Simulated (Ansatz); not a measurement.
CdI₂ (P-3m1) from a database of computed structures (r2SCAN+rVV10 geometry), in Ansatz:

```cif
data_structure
_symmetry_space_group_name_H-M 'P-3m1'
_symmetry_Int_Tables_number 164
_cell_length_a 4.2487
_cell_length_b 4.2487
_cell_length_c 6.8836
_cell_angle_alpha 90.000
_cell_angle_beta 90.000
_cell_angle_gamma 120.000
_cell_volume 107.61
loop_
_atom_site_label
_atom_site_type_symbol
_atom_site_symmetry_multiplicity
_atom_site_Wyckoff_symbol
_atom_site_fract_x
_atom_site_fract_y
_atom_site_fract_z
_atom_site_occupancy
Cd1 Cd 1 a 0.00000 0.00000 0.00000 1
I1 I 2 d 0.33333 0.66667 0.24956 1
```

G0W0@PBE with 797 empty bands, a screening cutoff of 220 eV and a 6×6×4 mesh (PAW, contour deformation) gives 3.595 eV over the mesh points, from a PBE gap of 2.380 eV; it sums over 824 bands with 785 plane waves in the screening and a wave cutoff of 420 eV. G0W0 here is at a finite number of bands, screening cutoff and k mesh, not at the basis limit. Calculated for a static, non-magnetic cell.

Problem. Another run gave a Kohn-Sham gap of 2.379 eV and a G0W0 gap of 3.459 eV, summing over 814 bands with 785 plane waves in the screening and a wave cutoff of 1071 eV. What was changed?

Solution. Potentials of the kind norm-conserving, with them a wave cutoff of 1071 eV. The wave cutoff gives it away.

Problem. Estimate the gap with starting point PBE0.

Solution. 4.311 eV (+0.716 eV), from a Kohn-Sham gap of 4.026 eV.

Problem. Estimate the gap with empty bands 1464, screening cutoff 300 eV.

Solution. 3.612 eV (+0.017 eV), from a Kohn-Sham gap of 2.380 eV.

Problem. Another run gave a Kohn-Sham gap of 2.380 eV and a G0W0 gap of 3.555 eV, summing over 348 bands with 313 plane waves in the screening and a wave cutoff of 420 eV. What was changed?

Solution. Empty bands 321, screening cutoff 120 eV. The counts of bands and plane waves show that both rose or fell; the cutoff follows only within a few eV.

Spin-orbit coupling is left out, which matters wherever the heavy atoms make up the band edges.

With a shallow d shell on the cation, G0W0 converges slowly in bands and cutoff, so these values are in doubt.
